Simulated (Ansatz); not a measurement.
Run this with the Python package of Ansatz (0.2.0) and show what comes out.

Script `bn_ddh.py`:
```python
import ansatz as az
import numpy as np


def count_gap(report):
    # lowest empty less highest filled band, counting bands; zero where they overlap
    return max(report.get("gap_by_band_count_ev") or 0.0, 0.0)

lattice = az.Lattice.of(
    (0.0, 1.8075, 1.8075),
    (1.8075, 0.0, 1.8075),
    (1.8075, 1.8075, 0.0),
)
sites = [
    ("B", (0.0, 0.0, 0.0)),
    ("N", (0.25, 0.25, 0.25)),
]
bn = az.Crystal(lattice=lattice)
for symbol, position in sites:
    bn = bn.atom(symbol, position)

base = (
    bn.calculation()
    .kpoints(6)
    .scf(tolerance=1e-09)
    .occupations("fixed")
    .band_table()
)
semilocal = base.functional("pbesol").run(threads=1).report
hybrid = base.functional(exchange="pbesol", correlation="pbesol", exact_fraction="inverse_dielectric").run(threads=1).report
alpha = hybrid["hybrid"]["exact_exchange_fraction"]
print(f"fraction of exact exchange {alpha:.4f}, so eps_inf = {1 / alpha:.2f}")
print(f"gap by band count: {count_gap(semilocal):.3f} eV semilocal, {count_gap(hybrid):.3f} eV hybrid")
```

```console
$ python bn_ddh.py
DeckWarning: basis.ecutwfc = 420 eV, auto-derived from the records' recommended cutoffs: set by B (normal level)
fraction of exact exchange 0.2155, so eps_inf = 4.64
gap by band count: 4.287 eV semilocal, 6.131 eV hybrid
```
(Warnings from the package without file and line.)

The fraction is 0.2155, one over a mean dielectric constant (a third of the trace) of 4.64. It opens the gap from 4.287 to 6.131 eV, by 1.84 eV.

Reading the output:
- Energy and stress may still move on a finer k-point mesh.
- The structure is a deposited one; some such entries were measured under pressure or heat, so a shift against it needn't be the functional's error alone.
- Levels are Kohn-Sham eigenvalues on this mesh.
- The gaps are those of a coarse mesh; the run finds the dielectric constant of the semilocal functional on meshes of its own.
- The whole script took 11 s on 1 thread of Intel(R) Xeon(R) Processor @ 2.30GHz, on a shared host, peak memory 0.66 GiB.
